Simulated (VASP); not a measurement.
# InAs (F-43m) in VASP: notebook

The runs below take InAs through single point, with BLYP.

Everything below comes from runs of VASP 6.6.1. Logs are shortened: lines on timing, memory, paths and dates and some standing lists are left out, and cuts for length are marked.

**What was measured.**

From a printed reference work, data compilation, for a bulk crystal of InAs at 4.2 K: band gap 0.418 eV (direct).

How close the calculation comes is told below.

### 1 The cell of the first run

The structure is cubic, space group F-43m (No. 216). The conventional cell has a = 6.316 Å, b = 6.316 Å, c = 6.316 Å, α = 90.00°, β = 90.00°, γ = 90.00°. In (site symmetry -43m) has 4 As at 2.74 Å within 3.6 Å. Within 3.6 Å of As (site symmetry -43m) lie 4 In at 2.74 Å.

### 2 Single point, BLYP

File INCAR:

```
PREC = Accurate
ENCUT = 520
EDIFF = 1E-6
ISMEAR = 0
SIGMA = 0.05
LREAL = F
LASPH = T
NELM = 100
ALGO = Normal
ISIF = 2
LWAVE = F
LCHARG = F
GGA = B5
ALDAX = 1.0
AGGAX = 1.0
AGGAC = 1.0
ALDAC = 0.0
NBANDS = 16
```

File KPOINTS:

```
regular mesh
0
Gamma
  6 6 6
```

File POSCAR:

```
InAs
1.0
    0.0000000000      3.1582456050      3.1582456050
    3.1582456050      0.0000000000      3.1582456050
    3.1582456050      3.1582456050      0.0000000000
In As
1 1
Direct
    0.0000000000      0.0000000000      0.0000000000
    0.7500000000      0.7500000000      0.7500000000
```

Potentials or basis: VASP PAW PBE potentials, release 64 (In_d, As).

Started as:

```bash
$ cat potpaw_PBE.64/In_d/POTCAR potpaw_PBE.64/As/POTCAR > POTCAR
$ mpirun -np 1 vasp_std > vasp.out
```

OUTCAR:

```text
PREC = Accurate
   ENCUT = 520
   EDIFF = 1E-6
   ISMEAR = 0
   LREAL = F
   LASPH = T
   NELM = 100
   ISIF = 2
   GGA = B5

 ion  position               nearest neighbor table
   1  0.000  0.000  0.000-   2 2.74   2 2.74   2 2.74   2 2.74
   2  0.750  0.750  0.750-   1 2.74   1 2.74   1 2.74   1 2.74

  LATTYP: Found a face centered cubic cell.
 ALAT       =     6.3164912100

  Lattice vectors:

 A1 = (   0.0000000000,   3.1582456050,   3.1582456050)
 A2 = (   3.1582456050,   0.0000000000,   3.1582456050)
 A3 = (   3.1582456050,   3.1582456050,   0.0000000000)

Analysis of symmetry for initial positions (statically):
=====================================================================
 Subroutine PRICEL returns:
 Original cell was already a primitive cell.

 Routine SETGRP: Setting up the symmetry group for a
 face centered cubic supercell.

 Subroutine GETGRP returns: Found 24 space group operations
 (whereof 24 operations were pure point group operations)
 out of a pool of 48 trial point group operations.

The static configuration has the point symmetry T_d .

Analysis of symmetry for dynamics (positions and initial velocities):
=====================================================================
 Subroutine PRICEL returns:
 Original cell was already a primitive cell.

 Routine SETGRP: Setting up the symmetry group for a
 face centered cubic supercell.

 Subroutine GETGRP returns: Found 24 space group operations
 (whereof 24 operations were pure point group operations)
 out of a pool of 48 trial point group operations.

The dynamic configuration has the point symmetry T_d .

 Subroutine INISYM returns: Found 24 space group operations
 (whereof 24 operations are pure point group operations),
 and found     1 'primitive' translations

----------------------------------------------------------------------------------------

                                     Primitive cell

  volume of cell :      63.0039

  direct lattice vectors                    reciprocal lattice vectors
     0.000000000  3.158245605  3.158245605    -0.158315743  0.158315743  0.158315743
     3.158245605  0.000000000  3.158245605     0.158315743 -0.158315743  0.158315743
     3.158245605  3.158245605  0.000000000     0.158315743  0.158315743 -0.158315743

  length of vectors
     4.466433768  4.466433768  4.466433768     0.274210911  0.274210911  0.274210911

  position of ions in fractional coordinates (direct lattice)
     0.000000000  0.000000000  0.000000000
     0.750000000  0.750000000  0.750000000

  ion indices of the primitive-cell ions
   primitive index   ion index
                 1           1
                 2           2

----------------------------------------------------------------------------------------

 KPOINTS: regular mesh

Automatic generation of k-mesh.
 Grid dimensions read from file:
 generate k-points for:    6    6    6

 Generating k-lattice:

  Cartesian coordinates                     Fractional coordinates (reciprocal lattice)
    -0.026385957  0.026385957  0.026385957     0.166666667  0.000000000  0.000000000
     0.026385957 -0.026385957  0.026385957     0.000000000  0.166666667  0.000000000
     0.026385957  0.026385957 -0.026385957     0.000000000  0.000000000  0.166666667

  Length of vectors
     0.045701818  0.045701818  0.045701818

  Shift w.r.t. Gamma in fractional coordinates (k-lattice)
     0.000000000  0.000000000  0.000000000

 Subroutine IBZKPT returns following result:
 ===========================================

 Found     16 irreducible k-points:

 Following reciprocal coordinates:
            Coordinates               Weight
  0.000000  0.000000  0.000000      1.000000
  0.166667  0.000000  0.000000      8.000000
  0.333333  0.000000  0.000000      8.000000
  0.500000  0.000000  0.000000      4.000000
  0.166667  0.166667  0.000000      6.000000
  0.333333  0.166667  0.000000     24.000000
[... 8 lines left out ...]
 -0.333333  0.333333  0.166667     24.000000
 -0.333333  0.500000  0.166667     12.000000
   k-points           NKPTS =     16   k-points in BZ     NKDIM =     16   number of bands    NBANDS=     16
   number of dos      NEDOS =    301   number of ions     NIONS =      2
   total plane-waves  NPLWV =  46656
   dimension x,y,z NGX =    36 NGY =   36 NGZ =   36
   dimension x,y,z NGXF=    72 NGYF=   72 NGZF=   72
   ions per type =               1   1
   NGX,Y,Z   is equivalent  to a cutoff of  13.40, 13.40, 13.40 a.u.
   NGXF,Y,Z  is equivalent  to a cutoff of  26.80, 26.80, 26.80 a.u.
 SYSTEM =  unknown system
   PREC   = accura    normal or accurate (medium, high low for compatibility)
   ISTART =      0    job   : 0-new  1-cont  2-samecut
   ICHARG =      2    charge: 1-file 2-atom 10-const
   ISPIN  =      1    spin polarized calculation?
   LNONCOLLINEAR =      F non collinear calculations
   LSORBIT =      F    spin-orbit coupling
   LASPH  =      T    aspherical Exc in radial PAW
   ENCUT  =  520.0 eV  38.22 Ry    6.18 a.u.   8.30  8.30  8.30*2*pi/ulx,y,z
   NELM   =    100;   NELMIN=  2; NELMDL= -5     # of ELM steps
   EDIFF  = 0.1E-05   stopping-criterion for ELM
   LREAL  =      F    real-space projection
   EDIFFG = 0.1E-04   stopping-criterion for IOM
   NSW    =      0    number of steps for IOM
   IBRION =     -1    ionic relax: 0-MD 1-quasi-New 2-CG
   NFREE  =      0    steps in history (QN), initial steepest desc. (CG)
   ISIF   =      2    stress and relaxation
   ISYM   =      2    0-nonsym 1-usesym 2-fastsym
   POTIM  = 0.5000    time-step for ionic-motion
   TEBEG  =    0.0;   TEEND  =   0.0 temperature during run
   PSTRESS=    0.0 pullay stress
   NELECT =      18.0000    total number of electrons
   NUPDOWN=      -1.0000    fix difference up-down
   EMIN   =  10.00;   EMAX   =-10.00  energy-range for DOS
   EFERMI =   0.00;   METHOD = LEGACY
   ISMEAR =     0;   SIGMA  =   0.05  broadening in eV -4-tet -1-fermi 0-gaus
   EFERMI_NEDOS =   21; number of points for ismear=-14 and -15
   IALGO  =     38    algorithm
   IMIX   =      4    mixing-type and parameters
     AMIX     =   0.40;   BMIX     =  1.00
     AMIX_MAG =   1.60;   BMIX_MAG =  1.00
  volume/ion in A,a.u.               =      31.50       212.59
  Fermi-wavevector in a.u.,A,eV,Ry     =   1.078226  2.037552 15.817741  1.162571
  Thomas-Fermi vector in A             =   2.214159
   LORBIT       =      0    0 simple, 1 ext, 2 COOP (PROOUT), +10 PAW based schemes
   GGA     = B5    functional components
   LHFCALC =     F    Hartree Fock is set to
   AEXX    =    0.0000 exact exchange contribution
   IVDW    =     0    specifies the selected vdW correction
   LEPSILON=     F    determine dielectric tensor
   LRPA    =     F    only Hartree local field effects (RPA)
 non-spin polarized calculation
 Gauss-broadening in eV      SIGMA  =   0.05
  energy-cutoff  :      520.00
  volume of cell :       63.00
 maximum number of plane-waves:      1714
 NGX is ok and might be reduce to    36
   NGX = 17   NGY = 17   NGZ = 17

 number of electron      18.0000003 magnetization

 Free energy of the ion-electron system (eV)
  ---------------------------------------------------
  ext. energy  EPLUGINS =         0.00000000
  ---------------------------------------------------
  free energy    TOTEN  =        -6.52019907 eV

  energy without entropy =       -6.51984198  energy(sigma->0) =       -6.52002053

 E-fermi :   3.7131     XC(G=0):  -7.9906

 val. band max:        3.6978681870   @ k =   0.0000   0.0000   0.0000
 cond. band min:       4.3508774444   @ k =   0.5000   0.0000   0.0000
 fundamental gap:      0.6530092574
 Fermi energy:         3.7130964497

 k-point     1 :       0.0000    0.0000    0.0000
  band No.  band energies     occupation
      1     -10.5245      2.00000
      2     -10.5245      2.00000
      3     -10.5245      2.00000
      4     -10.4422      2.00000
      5     -10.4422      2.00000
      6      -7.4356      2.00000
[... 8 lines left out ...]
     15      13.1606      0.00000
     16      13.1606      0.00000

 k-point     2 :       0.1667    0.0000    0.0000
  band No.  band energies     occupation
      1     -10.5430      2.00000
      2     -10.5185      2.00000
      3     -10.5185      2.00000
      4     -10.4421      2.00000
      5     -10.4421      2.00000
      6      -7.2178      2.00000
[... 8 lines left out ...]
     15      12.2566      0.00000
     16      12.2566      0.00000

 k-point     3 :       0.3333    0.0000    0.0000
  band No.  band energies     occupation
      1     -10.5784      2.00000
      2     -10.5084      2.00000
      3     -10.5084      2.00000
      4     -10.4398      2.00000
      5     -10.4398      2.00000
      6      -6.6904      2.00000
[... 8 lines left out ...]
     15      12.6161      0.00000
     16      12.6161      0.00000

 k-point     4 :       0.5000    0.0000    0.0000
  band No.  band energies     occupation
      1     -10.5954      2.00000
      2     -10.5046      2.00000
      3     -10.5046      2.00000
      4     -10.4374      2.00000
      5     -10.4374      2.00000
      6      -6.3493      2.00000
[... 8 lines left out ...]
     15      14.0537      0.00000
     16      14.0537      0.00000
[... 172 lines left out ...]
 k-point    14 :       0.5000    0.3333    0.1667
  band No.  band energies     occupation
      1     -10.6055      2.00000
      2     -10.4973      2.00000
      3     -10.4894      2.00000
      4     -10.4506      2.00000
      5     -10.4350      2.00000
      6      -6.2954      2.00000
[... 8 lines left out ...]
     15      13.7585      0.00000
     16      14.9604      0.00000

 k-point    15 :      -0.3333    0.3333    0.1667
  band No.  band energies     occupation
      1     -10.6133      2.00000
      2     -10.4970      2.00000
      3     -10.4840      2.00000
      4     -10.4484      2.00000
      5     -10.4371      2.00000
      6      -6.0405      2.00000
[... 8 lines left out ...]
     15      14.0757      0.00000
     16      14.7701      0.00000

 k-point    16 :      -0.3333    0.5000    0.1667
  band No.  band energies     occupation
      1     -10.6245      2.00000
      2     -10.4891      2.00000
      3     -10.4770      2.00000
      4     -10.4550      2.00000
      5     -10.4334      2.00000
      6      -5.9261      2.00000
[... 8 lines left out ...]
     15      14.6321      0.00000
     16      15.0549      0.00000

------------------------ aborting loop because EDIFF is reached ----------------------------------------

  FORCE on cell =-STRESS in cart. coord.  units (eV):
  Direction    XX          YY          ZZ          XY          YZ          ZX
  --------------------------------------------------------------------------------------
  -------------------------------------------------------------------------------------
  Total        0.0376406      0.0376406      0.0376406     -0.0000000      0.0000000     -0.0000000
  in kB        0.9571923      0.9571923      0.9571923     -0.0000000      0.0000000     -0.0000000
  external PRESSURE =       0.9571923 kB  Pullay stress =       0.0000000 kB

 VOLUME and BASIS-vectors are now :
 -----------------------------------------------------------------------------
  energy-cutoff  :      520.00
  volume of cell :       63.00
      direct lattice vectors                 reciprocal lattice vectors
     0.000000000  3.158245605  3.158245605    -0.158315743  0.158315743  0.158315743
     3.158245605  0.000000000  3.158245605     0.158315743 -0.158315743  0.158315743
     3.158245605  3.158245605  0.000000000     0.158315743  0.158315743 -0.158315743

 POSITION                                       TOTAL-FORCE (eV/Angst)
 -----------------------------------------------------------------------------------
      0.00000      0.00000      0.00000        -0.000000     -0.000000     -0.000000
      4.73737      4.73737      4.73737         0.000000      0.000000      0.000000
 -----------------------------------------------------------------------------------
    total drift:                               -0.000000     -0.000000     -0.000000

  FREE ENERGIE OF THE ION-ELECTRON SYSTEM (eV)
  ---------------------------------------------------
  free  energy   TOTEN  =        -6.5201990734 eV

  energy  without entropy=       -6.5198419847  energy(sigma->0) =       -6.52002053
```

Run time: 19 s. Hardware: 1 thread of Intel Xeon 6975P-C, shared host; peak memory 0.21 GiB.

Results:

```
Free energy            : -6.5202 eV
Pressure               : 0.1 GPa
Band gap on the k mesh : zero (filled and empty bands touch)
```

Caveat: the PAW data sets were made with another functional, which shifts forces and pressure a little; spin-orbit coupling is left out, which moves the levels of the heavy elements.

### 3 Single point, BLYP (volume scaled by 1.02)

File INCAR:

```
  PREC = Accurate
  ENCUT = 520
  EDIFF = 1E-6
  ISMEAR = 0
  SIGMA = 0.05
  LREAL = False
  LASPH = True
  NELM = 60
  ALGO = Normal
  ISIF = 2
  LWAVE = False
  LCHARG = False
  GGA = B5
  ALDAX = 1.0
  AGGAX = 1.0
  AGGAC = 1.0
  ALDAC = 0.0
  NBANDS = 16
```

File KPOINTS:

```
Automatic mesh
0
Gamma
  6 6 6
```

File POSCAR:

```
InAs
1.0
    0.0000000000      3.1791617484      3.1791617484
    3.1791617484      0.0000000000      3.1791617484
    3.1791617484      3.1791617484      0.0000000000
In As
1 1
Direct
    0.0000000000      0.0000000000      0.0000000000
    0.7500000000      0.7500000000      0.7500000000
```

Potentials or basis: VASP PAW PBE potentials, release 64 (In_d, As).

Started as:

```bash
$ cat potpaw_PBE.64/In_d/POTCAR potpaw_PBE.64/As/POTCAR > POTCAR
$ mpirun -np 1 vasp_std > vasp.out
```

OUTCAR:

```text
PREC = Accurate
   ENCUT = 520
   EDIFF = 1E-6
   ISMEAR = 0
   LREAL = False
   LASPH = True
   NELM = 60
   ISIF = 2
   GGA = B5

 ion  position               nearest neighbor table
   1  0.000  0.000  0.000-   2 2.75   2 2.75   2 2.75   2 2.75
   2  0.750  0.750  0.750-   1 2.75   1 2.75   1 2.75   1 2.75

  LATTYP: Found a face centered cubic cell.
 ALAT       =     6.3583234968

  Lattice vectors:

 A1 = (   0.0000000000,   3.1791617484,   3.1791617484)
 A2 = (   3.1791617484,   0.0000000000,   3.1791617484)
 A3 = (   3.1791617484,   3.1791617484,   0.0000000000)

Analysis of symmetry for initial positions (statically):
=====================================================================
 Subroutine PRICEL returns:
 Original cell was already a primitive cell.

 Routine SETGRP: Setting up the symmetry group for a
 face centered cubic supercell.

 Subroutine GETGRP returns: Found 24 space group operations
 (whereof 24 operations were pure point group operations)
 out of a pool of 48 trial point group operations.

The static configuration has the point symmetry T_d .

Analysis of symmetry for dynamics (positions and initial velocities):
=====================================================================
 Subroutine PRICEL returns:
 Original cell was already a primitive cell.

 Routine SETGRP: Setting up the symmetry group for a
 face centered cubic supercell.

 Subroutine GETGRP returns: Found 24 space group operations
 (whereof 24 operations were pure point group operations)
 out of a pool of 48 trial point group operations.

The dynamic configuration has the point symmetry T_d .

 Subroutine INISYM returns: Found 24 space group operations
 (whereof 24 operations are pure point group operations),
 and found     1 'primitive' translations

----------------------------------------------------------------------------------------
[... 101 lines left out ...]
   IALGO  =     38    algorithm
   IMIX   =      4    mixing-type and parameters
     AMIX     =   0.40;   BMIX     =  1.00
     AMIX_MAG =   1.60;   BMIX_MAG =  1.00
  volume/ion in A,a.u.               =      32.13       216.84
  Fermi-wavevector in a.u.,A,eV,Ry     =   1.071132  2.024146 15.610291  1.147324
  Thomas-Fermi vector in A             =   2.206863
   LORBIT       =      0    0 simple, 1 ext, 2 COOP (PROOUT), +10 PAW based schemes
   GGA     = B5    functional components
   LHFCALC =     F    Hartree Fock is set to
   AEXX    =    0.0000 exact exchange contribution
   IVDW    =     0    specifies the selected vdW correction
   LEPSILON=     F    determine dielectric tensor
   LRPA    =     F    only Hartree local field effects (RPA)
 non-spin polarized calculation
 Gauss-broadening in eV      SIGMA  =   0.05
  energy-cutoff  :      520.00
  volume of cell :       64.26
 maximum number of plane-waves:      1759
 NGX is ok and might be reduce to    36
   NGX = 17   NGY = 17   NGZ = 17

 number of electron      18.0000006 magnetization

 Free energy of the ion-electron system (eV)
  ---------------------------------------------------
  ext. energy  EPLUGINS =         0.00000000
  ---------------------------------------------------
  free energy    TOTEN  =        -6.51822181 eV

  energy without entropy =       -6.51786472  energy(sigma->0) =       -6.51804327

 E-fermi :   3.5406     XC(G=0):  -7.9121

 val. band max:        3.5253972389   @ k =   0.0000   0.0000   0.0000
 cond. band min:       4.1389744028   @ k =   0.5000   0.0000   0.0000
 fundamental gap:      0.6135771639
 Fermi energy:         3.5406254868

 k-point     1 :       0.0000    0.0000    0.0000
  band No.  band energies     occupation
      1     -10.6729      2.00000
      2     -10.6729      2.00000
      3     -10.6729      2.00000
      4     -10.5961      2.00000
      5     -10.5961      2.00000
      6      -7.5080      2.00000
[... 281 lines left out ...]
      3     -10.6287      2.00000
      4     -10.6078      2.00000
      5     -10.5878      2.00000
      6      -6.0671      2.00000
[... 8 lines left out ...]
     15      14.3408      0.00000
     16      14.7896      0.00000

------------------------ aborting loop because EDIFF is reached ----------------------------------------

  FORCE on cell =-STRESS in cart. coord.  units (eV):
  Direction    XX          YY          ZZ          XY          YZ          ZX
  --------------------------------------------------------------------------------------
  -------------------------------------------------------------------------------------
  Total       -0.2654393     -0.2654393     -0.2654393      0.0000000     -0.0000000     -0.0000000
  in kB       -6.6177129     -6.6177129     -6.6177129      0.0000000     -0.0000000     -0.0000000
  external PRESSURE =      -6.6177129 kB  Pullay stress =       0.0000000 kB

 VOLUME and BASIS-vectors are now :
 -----------------------------------------------------------------------------
  energy-cutoff  :      520.00
  volume of cell :       64.26
      direct lattice vectors                 reciprocal lattice vectors
     0.000000000  3.179161748  3.179161748    -0.157274162  0.157274162  0.157274162
     3.179161748  0.000000000  3.179161748     0.157274162 -0.157274162  0.157274162
     3.179161748  3.179161748  0.000000000     0.157274162  0.157274162 -0.157274162

 POSITION                                       TOTAL-FORCE (eV/Angst)
 -----------------------------------------------------------------------------------
      0.00000      0.00000      0.00000         0.000000     -0.000000     -0.000000
      4.76874      4.76874      4.76874        -0.000000      0.000000      0.000000
 -----------------------------------------------------------------------------------
    total drift:                               -0.000000     -0.000000     -0.000000

  FREE ENERGIE OF THE ION-ELECTRON SYSTEM (eV)
  ---------------------------------------------------
  free  energy   TOTEN  =        -6.5182218095 eV

  energy  without entropy=       -6.5178647208  energy(sigma->0) =       -6.51804327
```

It took 19 s on 1 thread of Intel Xeon 6975P-C, shared host; peak memory 0.21 GiB.

Results:

* Free energy: -6.5182 eV
* Pressure: -0.7 GPa
* Band gap on the k mesh: zero (filled and empty bands touch)

Caveat: the PAW data sets were made with another functional, which shifts forces and pressure a little; spin-orbit coupling is left out, which moves the levels of the heavy elements.

### 4 Against experiment

Step 2. Measured gap of InAs: 0.418 eV (direct; 4.2 K; a printed reference work, data compilation). This calculation gives 0.00 eV (-0.42 eV). Spin-orbit coupling on As, In is left out. The value is that of BLYP on a finite k mesh, which can miss the band edges, without temperature or zero-point motion. Semilocal functionals fall short of measured gaps as a rule.
